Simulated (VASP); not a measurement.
A VASP 6.6.1 single-point calculation on SrTe

INCAR

```
NSW = 0
IBRION = -1
LREAL = .FALSE.
NELM = 85
LCHARG = .FALSE.
EDIFF = 1E-7
ISMEAR = 0
ENCUT = 520
PREC = Accurate
LWAVE = .FALSE.
LASPH = .TRUE.
METAGGA = MBJ
ISIF = 2
SIGMA = 0.1
NBANDS = 48
```

KPOINTS

```
KPOINTS created by Atomic Simulation Environment
0
Gamma
6 6 6
0 0 0
```

POSCAR

```
Sr Te
 1.0000000000000000
     0.0000000000000000    3.3527582051999998    3.3202364505999999
     3.3527582051999998    0.0000000000000000    3.3202364505999999
     3.3527582051999998    3.3527582051999998    0.0000000000000000
 Sr  Te
   1   1
Cartesian
  0.0000000000000000  0.0000000000000000  0.0000000000000000
  3.3527582052000007  3.3527582052000007  3.3202364506000008
```

The recommended PBE PAW datasets give the neutral cell 16 valence electrons.

Command

```
mpirun -np 1 vasp_std
```

Task: How does this run end, and what does it give?

Result: It converged. Results: gap between bands v and c on the k mesh 2.39 eV; least direct gap on the k mesh 3.05 eV. Band v is the last that the valence electrons fill when counted band by band, and c is the next.

OSZICAR

```
N       E                     dE             d eps       ncg     rms          rms(c)
DAV:   1     0.563680514783E+03    0.56368E+03   -0.54133E+03  2880   0.290E+02
DAV:   2     0.482823774865E+03   -0.80857E+02   -0.76184E+02  3496   0.902E+01
DAV:   3     0.479722813636E+03   -0.31010E+01   -0.30364E+01  3920   0.139E+01
DAV:   4     0.479667443699E+03   -0.55370E-01   -0.55319E-01  3440   0.160E+00
DAV:   5     0.479667029637E+03   -0.41406E-03   -0.41406E-03  3448   0.151E-01    0.236E+01
DAV:   6     0.478575205310E+03   -0.10918E+01   -0.47428E+00  4984   0.641E+00    0.133E+01
DAV:   7     0.479901973148E+03    0.13268E+01   -0.51994E-01  3160   0.288E+00    0.436E+00
DAV:   8     0.480237877093E+03    0.33590E+00   -0.23868E-01  3280   0.126E+00    0.310E+00
DAV:   9     0.480518159160E+03    0.28028E+00   -0.62039E-02  3440   0.617E-01    0.320E+00
DAV:  10     0.481025856211E+03    0.50770E+00   -0.49387E-02  3344   0.606E-01    0.983E-01
...
DAV:  38     0.480960026524E+03    0.58104E-05   -0.16708E-11  1584   0.117E-05    0.510E-05
DAV:  39     0.480960033932E+03    0.74075E-05   -0.13877E-11  1560   0.976E-06    0.169E-05
DAV:  40     0.480960035266E+03    0.13340E-05   -0.13555E-12  1584   0.755E-06    0.187E-05
DAV:  41     0.480960038379E+03    0.31128E-05    0.39907E-12  1576   0.264E-06    0.348E-06
DAV:  42     0.480960037353E+03   -0.10259E-05   -0.10252E-12  1568   0.347E-06    0.819E-06
DAV:  43     0.480960037602E+03    0.24863E-06   -0.46770E-12  1544   0.159E-06    0.394E-06
DAV:  44     0.480960037377E+03   -0.22496E-06    0.55747E-12  1560   0.434E-07    0.443E-06
DAV:  45     0.480960037682E+03    0.30567E-06    0.62315E-12  1536   0.339E-07    0.181E-06
DAV:  46     0.480960037712E+03    0.29743E-07    0.40215E-12  1520   0.343E-07
   1 F= 0.48096004E+03 E0= 0.48096004E+03  d E =-.309109E-17
```

The MBJ potential has no energy functional, so only its levels carry meaning.

For comparison, a separate PBE run of the intended cell, on usual settings and not on those above, gives a gap of 1.71 eV on its mesh and a pressure of 0.6 GPa.
